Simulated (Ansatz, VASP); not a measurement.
**KZnF3 in two plane-wave programs**

Wanted: the spread between two codes on one cell, functional and k mesh. The cell is a member of a volume series, scaled by 1.015 from a relaxed one, so a pressure remains. Other levels of theory on this material are compared in a session of their own.

Method: plane waves, with VASP 6.6.1 beside it; single point at r2SCAN, in Ansatz 0.2.0.

### 1. Starting point

Symmetry: Pm-3m, No. 221, cubic system. Conventional cell: a = 4.070 Å, b = 4.070 Å, c = 4.070 Å, α = 90.00°, β = 90.00°, γ = 90.00°. Nearest to Zn lie 6 F at 2.04 Å. Nearest to K lie 12 F at 2.88 Å. Nearest to F lie 2 Zn at 2.04 Å and 4 K at 2.88 Å. Farther neighbours and most contacts between anions are not listed.

### 2. Ansatz: single point, r2SCAN, volume scaled by 1.015

Ansatz runs on its default PAW (the set named soft_2) files.

A single point gives forces, pressure and levels at one fixed geometry, so differences don't come from the geometry; what else differs is listed under the comparison.

The input, input.yaml:

```yaml
crystal:
  lattice:
    - [4.07023822, 0.0, 0.0]
    - [0.0, 4.07023822, 0.0]
    - [0.0, 0.0, 4.07023822]
  atoms:
    - { symbol: Zn, position: [0.5, 0.5, 0.5] }
    - { symbol: K, position: [0.0, 0.0, 0.0] }
    - { symbol: F, position: [0.5, 0.0, 0.5] }
    - { symbol: F, position: [0.0, 0.5, 0.5] }
    - { symbol: F, position: [0.5, 0.5, 0.0] }
hamiltonian:
  xc: r2scan
  pseudopotentials: { kind: paw }
kpoints:
  mp_grid: { grid: [6, 6, 6] }
scf:
  occupations: { method: gaussian, width: 0.03 }
  n_extra_bands: 5
output:
  forces: true
  stress: true
  eigenvalues: true
  write_density: true
  write_potential: true
  elf: true
  volumetric_format: npy
```

Launch:

```console
$ ansatz run input.yaml --threads 2 --pin off --max-ram 4608MiB --backend cpu --events-out ev --progress --plain --runs-dir out
```

Numbers of over 12 decimals in the logs are rounded to 6 here.

Log:

```text
scf.n_extra_bands = 5 over 21 filled bands (N_el = 42.0): the run solves 26 bands
Engine: ansatz 0.2.0, aarch64-unknown-linux-gnu
Pseudopotentials: kind: paw
Pseudopotential: Zn, paw, valence charge 12, recommended cutoff 500 eV (meta_gga), Zn.paw.azcp
Pseudopotential: K, paw, valence charge 9, recommended cutoff 500 eV (meta_gga), K.paw.azcp
Pseudopotential: F, paw, valence charge 7, recommended cutoff 500 eV (meta_gga), F.paw.azcp
Functional definition: r2SCAN
  parameter k0 = 0.174
  parameter k1 = 0.065
  parameter a1 = 4.9479
  exchange = r2scan_x(k0 = k0, k1 = k1, a1 = a1)
  correlation = r2scan_c
Crystal: 5 atoms, lattice volume = 67.431 Å³
Basis set: ecut = 500 eV, 1743 PW (Γ), exchange–correlation on 120×120×120 points (64 copies of the dense FFT grid, shifted against one another)
Bands: 26, of which v1, the nominal top of the filled ones, is band 21 counted from 1 (20 counted from 0)
Symmetry: 48 space group operations
Space group: Pm-3m (ITA 221), of the structure as read, at distance tolerance 4.1e-5 Å
k-points: 20 of 216
Non-local potential: Zn, projectors of the file, l = 0: 2, l = 1: 2, l = 2: 3, l = 3: 1
Non-local potential: K, projectors of the file, l = 0: 3, l = 1: 2, l = 2: 2
Non-local potential: F, projectors of the file, l = 0: 2, l = 1: 2, l = 2: 1
PAW form: soft (Blöchl's): semilocal exchange-correlation on the pseudo side does not see the compensation charge
PAW frozen core: Zn, regenerated for the run's functional (the file was generated under x = pbe(κ = 0.804, μ = 0.219515), c = pbe(β = 0.066725))
PAW frozen core: K, regenerated for the run's functional (the file was generated under x = pbe(κ = 0.804, μ = 0.219515), c = pbe(β = 0.066725))
PAW frozen core: F, regenerated for the run's functional (the file was generated under x = pbe(κ = 0.804, μ = 0.219515), c = pbe(β = 0.066725))
PAW one-centre angular grid: Zn, 590 points (default); XC on 261 of its mesh's 2673 points in the sphere
PAW one-centre angular grid: K, 302 points (default); XC on 160 Gauss nodes
PAW one-centre angular grid: F, 302 points (default); XC on 160 Gauss nodes
Initial density: superposition of atomic densities (neutral atoms: chi_scale 0, normalization atom), corrected by the library's trained network
Initial wavefunctions: pseudopotential atomic-orbital guess
Functional: x = r2scan, c = r2scan; τ floored in thin density (d = 2e-4 eV/Å³)
SCF iter   1: F=—  HF=-7302.843815 eV  |F-HF|=—  |Δ(HF+E_count)|=         —  Δρ=1.28e-2  dr2=6.15e-2  dr2_τ=8.17e-2  ethr=1.77e-3  ⟨swp⟩=6.7  Hψ=2594  notcnv=0
preconditioner: auto → Resta (q_TF=auto, 2.521 Å⁻¹)  ε∞=3.5  [insulator: Δε(μ)=4.790 eV  Ē_g=18.439 eV  σ=0.030 eV  W_gap=1.00  n_scr=18 (ndim 8)  ℏωp=29.3 eV  f_vac=0.058  D(μ)=0.00/eV (n_scr^D=0)  ε∞_Penn≈3.5]
SCF iter   2: F=—  HF=-7302.891814 eV  |F-HF|=—  |Δ(HF+E_count)|=   4.80e-2  Δρ=3.91e-3  dr2=5.81e-3  dr2_τ=8.81e-4  ethr=1.47e-4  ⟨swp⟩=2.2  Hψ=1145  notcnv=0  defer=20
SCF iter   3: F=—  HF=-7302.890902 eV  |F-HF|=—  |Δ(HF+E_count)|=   9.12e-4  Δρ=2.83e-3  dr2=2.35e-3  dr2_τ=1.74e-4  ethr=1.38e-5  ⟨swp⟩=2.0  Hψ=845  notcnv=0  defer=20
SCF iter   4: F=—  HF=-7302.890380 eV  |F-HF|=—  |Δ(HF+E_count)|=   5.22e-4  Δρ=4.39e-4  dr2=1.38e-4  dr2_τ=2.06e-5  ethr=5.61e-6  ⟨swp⟩=2.1  Hψ=758  notcnv=0  defer=20
SCF iter   5: F=—  HF=-7302.890344 eV  |F-HF|=—  |Δ(HF+E_count)|=   3.58e-5  Δρ=1.78e-4  dr2=1.13e-5  dr2_τ=2.03e-6  ethr=3.29e-7  ⟨swp⟩=2.0  Hψ=833  notcnv=0  defer=20
SCF iter   6: F=—  HF=-7302.890353 eV  |F-HF|=—  |Δ(HF+E_count)|=   8.97e-6  Δρ=3.51e-5  dr2=9.13e-7  dr2_τ=1.11e-7  ethr=2.70e-8  ⟨swp⟩=2.0  Hψ=852  notcnv=0  defer=20
SCF iter   7: F=-7302.890353 eV  HF=-7302.890353 eV  |F-HF|=2.12e-8  |Δ(HF+E_count)|=   6.79e-8  Δρ=5.68e-6  dr2=9.97e-9  dr2_τ=1.63e-9  ethr=2.38e-10  ⟨swp⟩=12.2  Hψ=3815  notcnv=0
SCF 1 converged in 7 iterations: F = -7302.890353 eV  dr2 = 9.97e-9
  greatest PAW one-centre occupation: 0.994 electrons in one spin orbital (limit 2), on the Zn atom at site 0 (counted from 0), in its partial waves of l = 2
SCF converged after 7 iterations
Free energy (F): -7302.890353 eV
Harris-Foulkes:  -7302.890353 eV  (|F-HF|=2.12e-8)
Internal energy: -7302.890353 eV  (E = F + TS)
E sigma→0 (E₀):  -7302.890353 eV
Fermi energy:    5.802997 eV
--- Per-component energies (eV) ---
  E_band       = -188.653012
  E_kinetic    = 1009.627712
  E_local      = -4087.723781  (includes V_loc(G=0)·N_el)
  E_nonlocal   = 859.810489
  E_hartree    = 1618.719584
  E_xc         = -494.828645
  E_vxc        = -587.228985  (∫ρ·V_xc dr)
  E_paw        = -3256.629813  (= ΣΔE_a)
  E_vpaw       = -659.996686  (= ΣTr[D̂ρ^β])
  E_aug_tail   = 0.002873  (compensation charges beyond the density's cutoff)
  E_vtau       = 39.416376  (kinetic-family band-sum trace: ∫τ·v_τ [+ j·A + Jᵃ·Aᵃ] dr)
  E_ewald      = -2951.395792
  E_core_change = -0.472978  (= ΣΔE_core)
  E_smearing   = -0.000000  (= −TS)
  E_closure    = 0.000000  (closes the sum)
  Σ components = -7302.890353   (vs F -7302.890353, Δ=0.00e0)
--- Forces (eV/Å), atoms counted from 1 ---
  atom   1  Zn     0.00000000     0.00000000     0.00000000
  atom   2  K     -0.00000000    -0.00000000    -0.00000000
  atom   3  F     -0.00000000    -0.00000000     0.00000000
  atom   4  F      0.00000000     0.00000000     0.00000000
  atom   5  F      0.00000000    -0.00000000     0.00000000
  max |Σ_I F_I| component: 5.05e-29 eV/Å
--- Stress (GPa, compression-positive) ---
       -1.432742       0.000000       0.000000
        0.000000      -1.432742       0.000000
       -0.000000       0.000000      -1.432742
  P = ⅓ Tr σ = -1.4327 GPa (-14.327 kbar)
--- Band table (eV; the first three rows and the last of 20) ---
  k-point 0: bands = [... 17 lower, 1.4220, 1.6419, 1.6419, 1.6419, 8.0978, 12.9174, 12.9174, 13.7889, ... 1 higher]
  k-point 1: bands = [... 17 lower, 1.4597, 1.6592, 1.6592, 1.6731, 8.6183, 13.1270, 13.1399, 14.0472, ... 1 higher]
  k-point 2: bands = [... 17 lower, 1.4777, 1.7351, 1.7351, 1.8794, 9.8728, 13.0535, 13.6112, 15.0966, ... 1 higher]
  k-point 19: bands = [... 17 lower, 1.9934, 1.9934, 3.5081, 3.5081, 12.7761, 12.7761, 12.7761, 14.5945, ... 1 higher]
```

Elapsed: 6.7 s, on 2 threads of Arm Neoverse N1, shared host; peak memory 0.45 GiB; 12 s of CPU time.

The column dr2 measures how far the density is from self-consistency, as an energy; F and HF (Harris–Foulkes) agree once it is small.

The run ends at a pressure of -1.43 GPa.

### 3. VASP: single point, r2SCAN, volume scaled by 1.015

The same cell, functional, mesh and smearing now go to VASP, with its own data sets and cutoff.

Lines of VASP's logs that name or quote its potential files are left out, and so is its time.

The input asks for a relaxation, which ended at its first step since no free force or stress exceeded the threshold; so it serves as a single point.

The input, INCAR:

```
SYSTEM = KZnF3
PREC = Accurate
ENCUT = 560
EDIFF = 1E-06
NELM = 100
ISMEAR = 0
SIGMA = 0.03
LREAL = .FALSE.
ALGO = Normal
METAGGA = R2SCAN
LASPH = .TRUE.
NBANDS = 27
LORBIT = 11
LWAVE = .FALSE.
LCHARG = .FALSE.
KPAR = 8
IBRION = 2
NSW = 30
ISIF = 4
EDIFFG = -0.01
```

The input, POSCAR:

```
KZnF3
1.0
    4.0702382231      0.0000000000      0.0000000000
    0.0000000000      4.0702382231      0.0000000000
    0.0000000000      0.0000000000      4.0702382231
Zn K F
1 1 3
Direct
    0.5000000000      0.5000000000      0.5000000000
    0.0000000000      0.0000000000      0.0000000000
    0.5000000000      0.0000000000      0.5000000000
    0.0000000000      0.5000000000      0.5000000000
    0.5000000000      0.5000000000      0.0000000000
```

The input, KPOINTS:

```
Automatic mesh
0
Gamma
6 6 6
0 0 0
```

The projector-augmented-wave data sets are Zn, K_sv and F (PBE family, release 64).

Launch:

```console
$ mpirun -np 8 vasp_std
```

Log:

```text
[banner, memory and clock lines left out]
running    8 mpi-ranks, on    1 nodes
 distrk:  each k-point on    1 cores,    8 groups
 distr:  one band on    1 cores,    1 groups

 POSCAR found type information on POSCAR ZnK F
 POSCAR found :  3 types and       5 ions
|                                                                             |
|           W    W    AA    RRRRR   N    N  II  N    N   GGGG   !!!           |
|           W    W   A  A   R    R  NN   N  II  NN   N  G    G  !!!           |
|           W    W  A    A  R    R  N N  N  II  N N  N  G       !!!           |
|           W WW W  AAAAAA  RRRRR   N  N N  II  N  N N  G  GGG   !            |
|           WW  WW  A    A  R   R   N   NN  II  N   NN  G    G                |
|           W    W  A    A  R    R  N    N  II  N    N   GGGG   !!!           |
|                                                                             |
|     For optimal performance we recommend to set                             |
|       NCORE = 2 up to number-of-cores-per-socket                            |
|     NCORE specifies how many cores store one orbital (NPAR=cpu/NCORE).      |
|     This setting can greatly improve the performance of VASP for DFT.       |
|     The default, NCORE=1 might be grossly inefficient on modern             |
|     multi-core architectures or massively parallel machines. Do your        |
|     Unfortunately you need to use the default for GW and RPA                |
|     calculations (for HF NCORE is supported but not extensively tested      |
|     yet).                                                                   |
|                                                                             |

|                                                                             |
|               ----> ADVICE to this user running VASP <----                  |
|                                                                             |
|     You enforced a specific xc type in the INCAR file but a different       |
|     [... a line on the potential file left out ...]
|     I HOPE YOU KNOW WHAT YOU ARE DOING!                                     |
|                                                                             |

 LDA part: xc-table for (None), standard interpolation
 POSCAR, INCAR and KPOINTS ok, starting setup
 FFT: planning ... GRIDC
 FFT: planning ... GRID_SOFT
 FFT: planning ... GRID
 WAVECAR not read
 entering main loop
       N       E                     dE             d eps       ncg     rms          rms(c)
DAV:   1     0.444668112973E+03    0.44467E+03   -0.23772E+04  1080   0.200E+03
DAV:   2    -0.609288405683E+01   -0.45076E+03   -0.43280E+03  1225   0.500E+02
DAV:   3    -0.498825280482E+02   -0.43790E+02   -0.43500E+02  1284   0.162E+02
DAV:   4    -0.509750014013E+02   -0.10925E+01   -0.10892E+01  1701   0.239E+01
DAV:   5    -0.509939519309E+02   -0.18951E-01   -0.18930E-01  1383   0.264E+00    0.106E+01
DAV:   6    -0.382724351040E+02    0.12722E+02   -0.39317E+00  1559   0.389E+01    0.730E+00
DAV:   7    -0.383795087011E+02   -0.10707E+00   -0.39711E+00  1234   0.138E+01    0.420E+00
DAV:   8    -0.383733408473E+02    0.61679E-02   -0.92205E-01  1569   0.161E+01    0.183E+00
DAV:   9    -0.383532389455E+02    0.20102E-01   -0.15095E-01  1579   0.761E+00    0.175E-01
DAV:  10    -0.383572917152E+02   -0.40528E-02   -0.39519E-02  1609   0.299E+00    0.295E-01
DAV:  11    -0.383568421397E+02    0.44958E-03   -0.55709E-03  1311   0.825E-01    0.171E-01
DAV:  12    -0.383568782373E+02   -0.36098E-04   -0.26642E-03  1229   0.406E-01    0.497E-02
DAV:  13    -0.383568545820E+02    0.23655E-04   -0.33359E-04  1775   0.608E-01    0.516E-02
DAV:  14    -0.383568046052E+02    0.49977E-04   -0.10973E-04  1234   0.947E-02    0.304E-02
DAV:  15    -0.383567875706E+02    0.17035E-04   -0.17643E-05  1602   0.904E-02    0.176E-02
DAV:  16    -0.383567615320E+02    0.26039E-04   -0.33196E-05  1318   0.572E-02    0.308E-03
DAV:  17    -0.383567616487E+02   -0.11667E-06   -0.82223E-07   824   0.173E-02
   1 F= -.38356762E+02 E0= -.38356762E+02  d E =-.383568E+02
 curvature:   0.00 expect dE= 0.000E+00 dE for cont linesearch  0.000E+00
 trial: gam= 0.00000 g(F)=  0.000E+00 g(S)=  0.863E-33 ort = 0.000E+00 (trialstep = 0.100E+01)
 search vector abs. value=  0.100E-09
 reached required accuracy - stopping structural energy minimisation
```

From OUTCAR (step 3):

```text
ion  position               nearest neighbor table
   1  0.500  0.500  0.500-   3 2.04   4 2.04   5 2.04   5 2.04   3 2.04   4 2.04
   2  0.000  0.000  0.000-
   3  0.500  0.000  0.500-   1 2.04   1 2.04
   4  0.000  0.500  0.500-   1 2.04   1 2.04
   5  0.500  0.500  0.000-   1 2.04   1 2.04

  LATTYP: Found a simple cubic cell.
 ALAT       =     4.0702382231

 Subroutine GETGRP returns: Found 48 space group operations
 (whereof 48 operations were pure point group operations)

The static configuration has the point symmetry O_h .

 Found     20 irreducible k-points:

   k-points           NKPTS =     20   k-points in BZ     NKDIM =     20   number of bands    NBANDS=     27

   dimension x,y,z NGX =    32 NGY =   32 NGZ =   32
   dimension x,y,z NGXF=    64 NGYF=   64 NGZF=   64

   ENCUT  =  560.0 eV  41.16 Ry    6.42 a.u.   7.85  7.85  7.85*2*pi/ulx,y,z

   NELECT =      42.0000    total number of electrons

 k-points in reciprocal lattice and weights: Automatic mesh
   0.00000000  0.00000000  0.00000000       0.005
   0.16666667  0.00000000  0.00000000       0.028
   0.33333333  0.00000000  0.00000000       0.028
   0.50000000  0.00000000  0.00000000       0.014
   0.16666667  0.16666667  0.00000000       0.056
   0.33333333  0.16666667  0.00000000       0.111
   0.50000000  0.16666667  0.00000000       0.056
   0.33333333  0.33333333  0.00000000       0.056
   0.50000000  0.33333333  0.00000000       0.056
[...]
0.50000000  0.50000000  0.33333333       0.028
   0.50000000  0.50000000  0.50000000       0.005

 average (electrostatic) potential at core
       1 -42.4790       2 -38.8936       3 -82.7543       4 -82.7543       5 -82.7543

 E-fermi :  -1.1369

 k-point     1 :       0.0000    0.0000    0.0000
  band No.  band energies     occupation
    ...
     17      -3.5060      2.00000
     18      -3.5060      2.00000
     19      -3.2867      2.00000
     20      -3.2867      2.00000
     21      -3.2867      2.00000
     22       3.1444      0.00000
     23       7.9674      0.00000
     24       7.9674      0.00000
     25       8.8345      0.00000
     26      10.4391      0.00000
    ...

 k-point     2 :       0.1667    0.0000    0.0000
  band No.  band energies     occupation
    ...
     17      -3.4653      2.00000
     18      -3.4653      2.00000
     19      -3.2652      2.00000
     20      -3.2652      2.00000
     21      -3.2424      2.00000
     22       3.6660      0.00000
     23       8.1798      0.00000
     24       8.1922      0.00000
     25       9.0966      0.00000
     26      10.4566      0.00000
    ...

 k-point     3 :       0.3333    0.0000    0.0000
  band No.  band energies     occupation
    ...
     17      -3.4488      2.00000
     18      -3.4488      2.00000
     19      -3.1782      2.00000
     20      -3.1782      2.00000
     21      -3.0205      2.00000
     22       4.9223      0.00000
     23       8.1118      0.00000
     24       8.6692      0.00000
     25      10.1617      0.00000
     26      10.4844      0.00000
    ...

  Total       -0.5514316     -0.5514316     -0.5514316      0.0000000     -0.0000000     -0.0000000
  in kB      -13.1021550    -13.1021550    -13.1021550      0.0000000     -0.0000000     -0.0000000
  external PRESSURE =     -13.1021550 kB  Pullay stress =       0.0000000 kB

  energy-cutoff  :      560.00
  volume of cell :       67.43
      direct lattice vectors                 reciprocal lattice vectors
     4.070238223  0.000000000  0.000000000     0.245685865  0.000000000  0.000000000
     0.000000000  4.070238223  0.000000000     0.000000000  0.245685865  0.000000000
     0.000000000  0.000000000  4.070238223     0.000000000  0.000000000  0.245685865

 POSITION                                       TOTAL-FORCE (eV/Angst)
 -----------------------------------------------------------------------------------
      2.03512      2.03512      2.03512         0.000000      0.000000      0.000000
      0.00000      0.00000      0.00000         0.000000      0.000000      0.000000
      2.03512      0.00000      2.03512         0.000000      0.000000      0.000000
      0.00000      2.03512      2.03512         0.000000      0.000000      0.000000
      2.03512      2.03512      0.00000         0.000000      0.000000      0.000000
 -----------------------------------------------------------------------------------
    total drift:                                0.000000     -0.000000     -0.000000

  FREE ENERGIE OF THE ION-ELECTRON SYSTEM (eV)
  ---------------------------------------------------
  free  energy   TOTEN  =       -38.3567616487 eV

  energy  without entropy=      -38.3567616487  energy(sigma->0) =      -38.35676165

 reached required accuracy - stopping structural energy minimisation

 total charge
# of ion       s       p       d       tot
------------------------------------------
    1        0.314   0.348   9.963  10.625
    2        1.956   5.682   0.020   7.658
    3        1.733   4.391   0.000   6.124
    4        1.733   4.391   0.000   6.124
    5        1.733   4.391   0.000   6.124
--------------------------------------------------
tot          7.470  19.203   9.983  36.655

[... 3 further parts left out ...]
```

CONTCAR:

```
KZnF3
   1.00000000000000
     4.0702382230999996    0.0000000000000000    0.0000000000000000
     0.0000000000000000    4.0702382230999996    0.0000000000000000
     0.0000000000000000    0.0000000000000000    4.0702382230999996
  Zn              K               F
     1     1     3
Direct
     0.5000000000000000    0.5000000000000000    0.5000000000000000
     0.0000000000000000    0.0000000000000000    0.0000000000000000
     0.5000000000000000    0.0000000000000000    0.5000000000000000
     0.0000000000000000    0.5000000000000000    0.5000000000000000
     0.5000000000000000    0.5000000000000000    0.0000000000000000
```

### 4. Comparison

Known differences besides the potentials themselves: VASP keeps PBE cores, Ansatz makes them for the functional; the cutoff is 500 eV in Ansatz and 560 eV in VASP. Total energies have different zeros and are not compared.

Compared:

| quantity | Ansatz | VASP | difference |
| --- | --- | --- | --- |
| pressure (GPa) | -1.43 | -1.31 | -0.12 |
| pressure without Ansatz's Pulay correction (GPa) | -1.55 | -1.31 | -0.24 |
| gap on the k mesh (eV) | 4.590 | 4.540 | +0.050 |

A gap on the mesh is an upper bound, since the band edges may lie between its points. Ansatz's pressure holds a Pulay correction of 0.12 GPa; VASP's holds none.

### 5. Summary of results

```json
{
 "difference in gap on the k mesh (single point, r2SCAN, volume scaled by 1.015)": "0.050 eV"
}
```

**Reading.** The difference in gap on the k mesh is 0.050 eV (single point, r2SCAN, volume scaled by 1.015), within the 0.08 eV picked in this series as the mark of a large difference. 5 further runs of this series are not shown here. Such differences can come from data sets, numerical settings and the points named under the comparisons, not from the functional's error against experiment.

[Lines on the potential files, build, host, timing and source positions are cut from VASP's logs without a mark.]

[Logs are printed without paths, hosts, clocks, repeated set-up lines and the standing remarks that a program may print on its own settings, such as how far it seeks lower states.]

[Hosts, paths, dates, database ids (printed as entryN), source tags and the programs' standing remarks are cut or masked in the printed files.]
